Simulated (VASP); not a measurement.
**How smearing and PAW data sets change a VASP run on Al2Pt**

Aim: find what the smearing and PAW data sets change for Al2Pt, and what they cost. The atoms are off their equilibrium sites, so that forces can be compared too. The series runs use PBE. The smearing tried: ISMEAR = 0, SIGMA = 0.01; ISMEAR = 0, SIGMA = 0.05; ISMEAR = 0, SIGMA = 0.1; ISMEAR = 0, SIGMA = 0.2; ISMEAR = 0, SIGMA = 0.5; ISMEAR = 2, SIGMA = 0.01; ISMEAR = 2, SIGMA = 0.05; ISMEAR = 2, SIGMA = 0.1; ISMEAR = 2, SIGMA = 0.2; ISMEAR = 2, SIGMA = 0.5; ISMEAR = -5. The PAW data sets tried: minimal 64: Al Pt; recommended 54: Al Pt; semicore 64: Al Pt_pv; gw 64: Al_GW Pt_sv_GW. The atoms of the start are displaced at random from the sites of a Fm-3m cell.

Method: PBE; plane waves and PAW (Al, Pt), in the first sound run; inputs show where later runs differ, in VASP 6.6.1.

The database entry behind the starting cell differs from later determinations by our own check (0.1 to 0.3 % short, probably kX units), so it need not match the best structure at ambient conditions.

## 1. The structure

The structure is triclinic, space group P1 (No. 1). The conventional cell has a = 4.179 Å, b = 4.179 Å, c = 4.179 Å, α = 60.00°, β = 60.00°, γ = 60.00°. Nearest to Al lie 4 Pt at 2.51 to 2.61 Å. Nearest to Al lie 4 Pt at 2.52 to 2.58 Å. Nearest to Pt lie 8 Al at 2.51 to 2.61 Å. Farther neighbours are not listed.

Coordinates:

```cif
data_structure
_symmetry_space_group_name_H-M 'P1'
_symmetry_Int_Tables_number 1
_cell_length_a 4.1790
_cell_length_b 4.1790
_cell_length_c 4.1790
_cell_angle_alpha 60.000
_cell_angle_beta 60.000
_cell_angle_gamma 60.000
_cell_volume 51.61
loop_
_atom_site_label
_atom_site_type_symbol
_atom_site_symmetry_multiplicity
_atom_site_Wyckoff_symbol
_atom_site_fract_x
_atom_site_fract_y
_atom_site_fract_z
_atom_site_occupancy
Al1 Al 1 a 0.25896 0.26173 0.24436 1
Al2 Al 1 a 0.74904 0.75402 0.74357 1
Pt1 Pt 1 a 0.99369 0.00103 0.00647 1
```

## 2. Smearing: ISMEAR = 0, SIGMA = 0.01

Smearing steadies the sum over the Fermi surface at the price of an entropy term. PBE, the usual starting point, adds the gradient of the density.

INCAR reads:

```
SYSTEM = Al2Pt
PREC = Accurate
ENCUT = 400
EDIFF = 1E-06
NELM = 100
ISMEAR = 0
SIGMA = 0.01
LREAL = .FALSE.
ALGO = Normal
GGA = PE
NBANDS = 14
LASPH = .TRUE.
LORBIT = 11
LWAVE = .FALSE.
LCHARG = .FALSE.
KPAR = 4
ISIF = 2
```

POSCAR reads:

```
Al2Pt
1.0
    0.0000000000      2.9550000000      2.9550000000
    2.9550000000      0.0000000000      2.9550000000
    2.9550000000      2.9550000000      0.0000000000
Al Pt
2 1
Direct
    0.2617280000      0.2349500000      0.2443600000
    0.7540240000      0.7533590000      0.7435730000
    0.0010320000     -0.0011870000      0.0064700000
```

KPOINTS reads:

```
Automatic mesh
0
Gamma
8 8 8
0 0 0
```

Potentials, in the order of the species: Al and Pt (PBE family, release 64).

Run with:

```sh
$ mpirun -np 4 vasp_std
```

Output:

```text
[banner, memory and clock lines left out]
running    4 mpi-ranks, on    1 nodes
 distrk:  each k-point on    1 cores,    4 groups
 distr:  one band on    1 cores,    1 groups

 POSCAR found type information on POSCAR AlPt
 POSCAR found :  2 types and       3 ions
 LDA part: xc-table for (Slater+PW92), standard interpolation
 POSCAR, INCAR and KPOINTS ok, starting setup
 FFT: planning ... GRIDC
 FFT: planning ... GRID_SOFT
 FFT: planning ... GRID
 WAVECAR not read
 entering main loop
       N       E                     dE             d eps       ncg     rms          rms(c)
DAV:   2    -0.155671319567E+02   -0.53052E+02   -0.47476E+02  8882   0.153E+02
DAV:   3    -0.167692724301E+02   -0.12021E+01   -0.11928E+01  9328   0.221E+01
DAV:   4    -0.167787531171E+02   -0.94807E-02   -0.94798E-02  8396   0.233E+00
DAV:   5    -0.167789172156E+02   -0.16410E-03   -0.16410E-03  9586   0.319E-01    0.857E+00
DAV:   6    -0.163182281861E+02    0.46069E+00   -0.20620E+00  8234   0.133E+01    0.224E+00
DAV:   7    -0.162391301664E+02    0.79098E-01   -0.15822E-01  8072   0.379E+00    0.167E+00
DAV:   8    -0.162097074770E+02    0.29423E-01   -0.29584E-02  8590   0.151E+00    0.251E-01
DAV:   9    -0.162097246696E+02   -0.17193E-04   -0.15905E-03  8966   0.352E-01    0.157E-01
DAV:  10    -0.162098684074E+02   -0.14374E-03   -0.29460E-04  8090   0.126E-01    0.181E-02
DAV:  11    -0.162098676623E+02    0.74504E-06   -0.23251E-05  8972   0.444E-02    0.622E-03
DAV:  12    -0.162098692304E+02   -0.15681E-05   -0.33403E-06  8350   0.123E-02    0.325E-03
DAV:  13    -0.162098693783E+02   -0.14793E-06   -0.53958E-07  6076   0.475E-03
   1 F= -.16209869E+02 E0= -.16209816E+02  d E =-.107028E-03
```

The job ended after 21 s (4 MPI ranks of AMD EPYC 9R14 (Zen 4), shared host; peak memory 0.93 GiB).

Lines that name or quote the potential files are left out of all logs, and their timing lines are given in words.

Parts of OUTCAR (step 2):

```text
ion  position               nearest neighbor table
   1  0.262  0.235  0.244-   3 2.51   3 2.52   3 2.60   3 2.61   2 2.90   2 2.92   2 2.93   2 2.98
                             2 2.99   2 3.01
   2  0.754  0.753  0.744-   3 2.52   3 2.57   3 2.57   3 2.58   1 2.90   1 2.92   1 2.93   1 2.98
                             1 2.99   1 3.01
   3  0.001  0.999  0.006-   1 2.51   2 2.52   1 2.52   2 2.57   2 2.57   2 2.58   1 2.60   1 2.61

  LATTYP: Found a face centered cubic cell.
 ALAT       =     5.9100000000

 Subroutine GETGRP returns: Found  1 space group operations
 (whereof  1 operations were pure point group operations)

The static configuration has the point symmetry C_1 .

 Found    260 irreducible k-points:

   k-points           NKPTS =    260   k-points in BZ     NKDIM =    260   number of bands    NBANDS=     14

   dimension x,y,z NGX =    28 NGY =   28 NGZ =   28
   dimension x,y,z NGXF=    56 NGYF=   56 NGZF=   56

   ENCUT  =  400.0 eV  29.40 Ry    5.42 a.u.   6.81  6.81  6.81*2*pi/ulx,y,z

   NELECT =      16.0000    total number of electrons

 k-points in reciprocal lattice and weights: Automatic mesh
   0.00000000  0.00000000  0.00000000       0.002
   0.12500000  0.00000000  0.00000000       0.004
   0.00000000  0.12500000  0.00000000       0.004
   0.00000000  0.00000000  0.12500000       0.004
   0.12500000  0.12500000  0.12500000       0.004
   0.25000000  0.00000000  0.00000000       0.004
   0.00000000  0.25000000  0.00000000       0.004
   0.00000000  0.00000000  0.25000000       0.004
   0.25000000  0.25000000  0.25000000       0.004
[...]
0.25000000 -0.25000000  0.50000000       0.004
   0.50000000  0.25000000 -0.25000000       0.004

 average (electrostatic) potential at core
       1 -72.4233       2 -72.4246       3 -66.6227

 E-fermi :   7.8585

 k-point     1 :       0.0000    0.0000    0.0000
  band No.  band energies     occupation
    ...
      2       2.8204      2.00000
      3       2.8291      2.00000
      4       2.8866      2.00000
      5       4.1987      2.00000
      6       4.2050      2.00000
      7      10.8422      0.00000
      8      11.6587      0.00000
      9      11.7005      0.00000
     10      11.7748      0.00000
     11      13.2960      0.00000
    ...

 k-point     2 :       0.1250    0.0000    0.0000
  band No.  band energies     occupation
    ...
      2       2.7031      2.00000
      3       2.9016      2.00000
      4       2.9518      2.00000
      5       4.1747      2.00000
      6       4.1793      2.00000
      7       9.5137      0.00000
      8      11.0511      0.00000
      9      11.2103      0.00000
     10      11.2529      0.00000
     11      13.7628      0.00000
    ...

 k-point     3 :       0.0000    0.1250    0.0000
  band No.  band energies     occupation
    ...
      2       2.7590      2.00000
      3       2.8860      2.00000
      4       2.8937      2.00000
      5       4.1810      2.00000
      6       4.1889      2.00000
      7       9.6072      0.00000
      8      11.0968      0.00000
      9      11.1356      0.00000
     10      11.2667      0.00000
     11      13.6517      0.00000
    ...

  Total        0.8513965      0.7760031      0.8147778      0.2932989      0.4557744     -0.2246784
  in kB       26.4326077     24.0919309     25.2957366      9.1058107     14.1500521     -6.9754045
  external PRESSURE =      25.2734251 kB  Pullay stress =       0.0000000 kB

  energy-cutoff  :      400.00
  volume of cell :       51.61
      direct lattice vectors                 reciprocal lattice vectors
     0.000000000  2.955000000  2.955000000    -0.169204738  0.169204738  0.169204738
     2.955000000  0.000000000  2.955000000     0.169204738 -0.169204738  0.169204738
     2.955000000  2.955000000  0.000000000     0.169204738  0.169204738 -0.169204738

 POSITION                                       TOTAL-FORCE (eV/Angst)
 -----------------------------------------------------------------------------------
      1.41636      1.49549      1.46768         0.429206     -0.004666      0.094313
      4.42343      4.42540      4.45432         0.030077      0.173307     -0.157288
      2.97061      0.02217      2.95454        -0.459283     -0.168641      0.062975
 -----------------------------------------------------------------------------------
    total drift:                               -0.000348     -0.000063      0.000050

  FREE ENERGIE OF THE ION-ELECTRON SYSTEM (eV)
  ---------------------------------------------------
  free  energy   TOTEN  =       -16.2098693783 eV

  energy  without entropy=      -16.2097623505  energy(sigma->0) =      -16.20981586

 total charge
# of ion       s       p       d       tot
------------------------------------------
    1        0.402   0.364   0.000   0.766
    2        0.401   0.364   0.000   0.765
    3        0.832   0.723   8.169   9.724
--------------------------------------------------
tot          1.635   1.451   8.169  11.255

[... 3 further parts left out ...]
```

Numbers from this step:

| Item | Value |
| --- | --- |
| electronic steps | 13 |
| electrons | 16 |
| bands | 14 |
| irreducible k points | 260 |
| symmetry operations | 1 |
| free energy (TOTEN) | -16.21 eV |
| energy at zero smearing | -16.21 eV |
| Fermi energy | 7.859 eV |
| pressure | 2.527 GPa |
| metallic | yes |

The series starts at -5.4033 eV an atom and 2.53 GPa, after 13 cycles in 21 s. The entropy term T·S comes to 0.04 meV an atom in size.

## 3. Smearing: ISMEAR = 0, SIGMA = 0.05

Edit INCAR of step 2 so:

```diff
@@ -6,3 +6,3 @@
 ISMEAR = 0
-SIGMA = 0.01
+SIGMA = 0.05
 LREAL = .FALSE.
```

POSCAR is that of step 2.

KPOINTS is that of step 2.

Run with:

```sh
$ mpirun -np 4 vasp_std
```

Output:

```text
[... set-up lines as in an earlier step ...]
 entering main loop
       N       E                     dE             d eps       ncg     rms          rms(c)
DAV:   1     0.374842930214E+02    0.37484E+02   -0.57076E+03  7672   0.776E+02
DAV:   2    -0.155683039196E+02   -0.53053E+02   -0.47481E+02  8882   0.153E+02
DAV:   3    -0.167707681851E+02   -0.12025E+01   -0.11935E+01  9328   0.221E+01
DAV:   4    -0.167802500881E+02   -0.94819E-02   -0.94807E-02  8396   0.233E+00
[...]
DAV:  11    -0.162109167837E+02   -0.23200E-06   -0.24280E-05  8840   0.448E-02    0.618E-03
DAV:  12    -0.162109182663E+02   -0.14827E-05   -0.35383E-06  8428   0.133E-02    0.323E-03
DAV:  13    -0.162109183902E+02   -0.12386E-06   -0.56738E-07  6034   0.476E-03
   1 F= -.16210918E+02 E0= -.16209936E+02  d E =-.196475E-02
```

Elapsed: 20 s, on 4 MPI ranks; peak memory 0.93 GiB.

From OUTCAR (step 3):

```text
  Total        0.8345515      0.8024226      0.8185860      0.3055299      0.4414060     -0.2345899
  in kB       25.9096338     24.9121532     25.4139667      9.4855348     13.7039696     -7.2831199
  external PRESSURE =      25.4119179 kB  Pullay stress =       0.0000000 kB

 POSITION                                       TOTAL-FORCE (eV/Angst)
 -----------------------------------------------------------------------------------
      1.41636      1.49549      1.46768         0.432572     -0.005759      0.097770
      4.42343      4.42540      4.45432         0.025072      0.174245     -0.160713
      2.97061      0.02217      2.95454        -0.457643     -0.168486      0.062943
 -----------------------------------------------------------------------------------
    total drift:                               -0.000367     -0.000069      0.000051

  FREE ENERGIE OF THE ION-ELECTRON SYSTEM (eV)
  ---------------------------------------------------
  free  energy   TOTEN  =       -16.2109183902 eV

  energy  without entropy=      -16.2089536394  energy(sigma->0) =      -16.20993601

[... 2 parts as in an earlier step ...]

[... 1 further part left out ...]
[key lines of the parts left out:]
E-fermi :   7.8590
```

Against the run before the energy at zero width moves by -0.04 meV an atom and the pressure by +0.01 GPa, after 13 cycles in 20 s. The entropy term T·S comes to 0.65 meV an atom in size.

## 4. Smearing: ISMEAR = 0, SIGMA = 0.1

Edit INCAR of step 3 so:

```diff
@@ -6,3 +6,3 @@
 ISMEAR = 0
-SIGMA = 0.05
+SIGMA = 0.1
 LREAL = .FALSE.
```

POSCAR is that of step 3.

KPOINTS is that of step 3.

Run with:

```sh
$ mpirun -np 4 vasp_std
```

Output:

```text
[... set-up lines as in an earlier step ...]
 entering main loop
       N       E                     dE             d eps       ncg     rms          rms(c)
DAV:   1     0.374823983138E+02    0.37482E+02   -0.57076E+03  7672   0.776E+02
DAV:   2    -0.155717731928E+02   -0.53054E+02   -0.47476E+02  8882   0.153E+02
DAV:   3    -0.167744409109E+02   -0.12027E+01   -0.11941E+01  9328   0.221E+01
DAV:   4    -0.167839130216E+02   -0.94721E-02   -0.94710E-02  8396   0.233E+00
[...]
DAV:  11    -0.162136892093E+02    0.11409E-06   -0.24047E-05  8870   0.449E-02    0.617E-03
DAV:  12    -0.162136907506E+02   -0.15413E-05   -0.35317E-06  8386   0.129E-02    0.316E-03
DAV:  13    -0.162136908707E+02   -0.12018E-06   -0.54630E-07  6064   0.471E-03
   1 F= -.16213691E+02 E0= -.16210020E+02  d E =-.734119E-02
```

It took 21 s on 4 MPI ranks; peak memory 0.93 GiB.

From OUTCAR (step 4):

```text
  Total        0.8191904      0.8226948      0.8309151      0.3019434      0.4437408     -0.2285164
  in kB       25.4327289     25.5415279     25.7967371      9.3741871     13.7764558     -7.0945618
  external PRESSURE =      25.5903313 kB  Pullay stress =       0.0000000 kB

 POSITION                                       TOTAL-FORCE (eV/Angst)
 -----------------------------------------------------------------------------------
      1.41636      1.49549      1.46768         0.433883     -0.010314      0.101766
      4.42343      4.42540      4.45432         0.022786      0.178614     -0.164596
      2.97061      0.02217      2.95454        -0.456669     -0.168300      0.062830
 -----------------------------------------------------------------------------------
    total drift:                               -0.000371     -0.000072      0.000052

  FREE ENERGIE OF THE ION-ELECTRON SYSTEM (eV)
  ---------------------------------------------------
  free  energy   TOTEN  =       -16.2136908707 eV

  energy  without entropy=      -16.2063496837  energy(sigma->0) =      -16.21002028

[... 2 parts as in an earlier step ...]

[... 1 further part left out ...]
[key lines of the parts left out:]
E-fermi :   7.8683
```

Against the run before the energy at zero width moves by -0.03 meV an atom and the pressure by +0.02 GPa, after 13 cycles in 21 s. The entropy term T·S comes to 2.45 meV an atom in size.

## 5. Smearing: ISMEAR = 0, SIGMA = 0.2

Edit INCAR of step 4 so:

```diff
@@ -6,3 +6,3 @@
 ISMEAR = 0
-SIGMA = 0.1
+SIGMA = 0.2
 LREAL = .FALSE.
```

POSCAR is that of step 4.

KPOINTS is that of step 4.

Run with:

```sh
$ mpirun -np 4 vasp_std
```

Output:

```text
[... set-up lines as in an earlier step ...]
 entering main loop
       N       E                     dE             d eps       ncg     rms          rms(c)
DAV:   1     0.374751674757E+02    0.37475E+02   -0.57076E+03  7672   0.776E+02
DAV:   2    -0.155844343586E+02   -0.53060E+02   -0.47479E+02  8882   0.153E+02
DAV:   3    -0.167869607500E+02   -0.12025E+01   -0.11946E+01  9328   0.221E+01
DAV:   4    -0.167964159537E+02   -0.94552E-02   -0.94542E-02  8396   0.233E+00
[...]
DAV:  11    -0.162245655889E+02    0.46251E-06   -0.23916E-05  8918   0.449E-02    0.617E-03
DAV:  12    -0.162245671690E+02   -0.15801E-05   -0.35231E-06  8320   0.127E-02    0.313E-03
DAV:  13    -0.162245672889E+02   -0.11994E-06   -0.53874E-07  6130   0.469E-03
   1 F= -.16224567E+02 E0= -.16210378E+02  d E =-.283776E-01
```

Wall time 21 s (4 MPI ranks); peak memory 0.93 GiB; 79 s of CPU time.

Parts of OUTCAR (step 5):

```text
  Total        0.8218419      0.8351528      0.8409538      0.2862245      0.4262956     -0.2122957
  in kB       25.5150487     25.9283023     26.1084020      8.8861756     13.2348502     -6.5909702
  external PRESSURE =      25.8505843 kB  Pullay stress =       0.0000000 kB

 POSITION                                       TOTAL-FORCE (eV/Angst)
 -----------------------------------------------------------------------------------
      1.41636      1.49549      1.46768         0.441043     -0.016132      0.107902
      4.42343      4.42540      4.45432         0.016550      0.184875     -0.170894
      2.97061      0.02217      2.95454        -0.457594     -0.168742      0.062992
 -----------------------------------------------------------------------------------
    total drift:                               -0.000374     -0.000073      0.000053

  FREE ENERGIE OF THE ION-ELECTRON SYSTEM (eV)
  ---------------------------------------------------
  free  energy   TOTEN  =       -16.2245672889 eV

  energy  without entropy=      -16.1961896884  energy(sigma->0) =      -16.21037849

[... 2 parts as in an earlier step ...]

[... 1 further part left out ...]
[key lines of the parts left out:]
E-fermi :   7.8966
```

Against the run before the energy at zero width moves by -0.12 meV an atom and the pressure by +0.03 GPa, after 13 cycles in 21 s. The entropy term T·S comes to 9.46 meV an atom in size.

## 6. Smearing: ISMEAR = 0, SIGMA = 0.5

Edit INCAR of step 5 so:

```diff
@@ -6,3 +6,3 @@
 ISMEAR = 0
-SIGMA = 0.2
+SIGMA = 0.5
 LREAL = .FALSE.
```

POSCAR is that of step 5.

KPOINTS is that of step 5.

Run with:

```sh
$ mpirun -np 4 vasp_std
```

Output:

```text
[... set-up lines as in an earlier step ...]
 entering main loop
       N       E                     dE             d eps       ncg     rms          rms(c)
DAV:   1     0.374246159199E+02    0.37425E+02   -0.57076E+03  7672   0.776E+02
DAV:   2    -0.156595553362E+02   -0.53084E+02   -0.47533E+02  8882   0.153E+02
DAV:   3    -0.168618822406E+02   -0.12023E+01   -0.11948E+01  9328   0.221E+01
DAV:   4    -0.168713401056E+02   -0.94579E-02   -0.94567E-02  8396   0.233E+00
[...]
DAV:  11    -0.162936996972E+02    0.59162E-06   -0.24259E-05  8924   0.453E-02    0.626E-03
DAV:  12    -0.162937013202E+02   -0.16231E-05   -0.36017E-06  8314   0.127E-02    0.314E-03
DAV:  13    -0.162937014467E+02   -0.12643E-06   -0.54452E-07  6136   0.474E-03
   1 F= -.16293701E+02 E0= -.16215138E+02  d E =-.157126E+00
```

Run time: 21 s. Hardware: 4 MPI ranks; peak memory 0.93 GiB; 79 s of CPU time.

OUTCAR, selected parts (step 6):

```text
  Total        0.8657145      0.8786036      0.8840495      0.2796670      0.4179261     -0.2059256
  in kB       26.8771272     27.2772821     27.4463582      8.6825925     12.9750064     -6.3932014
  external PRESSURE =      27.2002558 kB  Pullay stress =       0.0000000 kB

 POSITION                                       TOTAL-FORCE (eV/Angst)
 -----------------------------------------------------------------------------------
      1.41636      1.49549      1.46768         0.447247     -0.018949      0.111385
      4.42343      4.42540      4.45432         0.012637      0.188534     -0.174727
      2.97061      0.02217      2.95454        -0.459883     -0.169585      0.063342
 -----------------------------------------------------------------------------------
    total drift:                               -0.000376     -0.000074      0.000053

  FREE ENERGIE OF THE ION-ELECTRON SYSTEM (eV)
  ---------------------------------------------------
  free  energy   TOTEN  =       -16.2937014467 eV

  energy  without entropy=      -16.1365752128  energy(sigma->0) =      -16.21513833

[... 2 parts as in an earlier step ...]

[... 1 further part left out ...]
[key lines of the parts left out:]
E-fermi :   7.9243
```

Against the run before the energy at zero width moves by -1.59 meV an atom and the pressure by +0.13 GPa, after 13 cycles in 21 s. The entropy term T·S comes to 52.38 meV an atom in size.

(Continued in part 2 of 3.)

[Lines on the potential files, build, host, timing and source positions are cut from VASP's logs without a mark.]

[Logs are printed without paths, hosts, clocks, repeated set-up lines and the standing remarks that a program may print on its own settings, such as how far it seeks lower states.]

[Hosts, paths, dates, database ids (printed as entryN), source tags and the programs' standing remarks are cut or masked in the printed files.]

[A measured line is paired with the nearest computed mode of its activity, which favours agreement.]
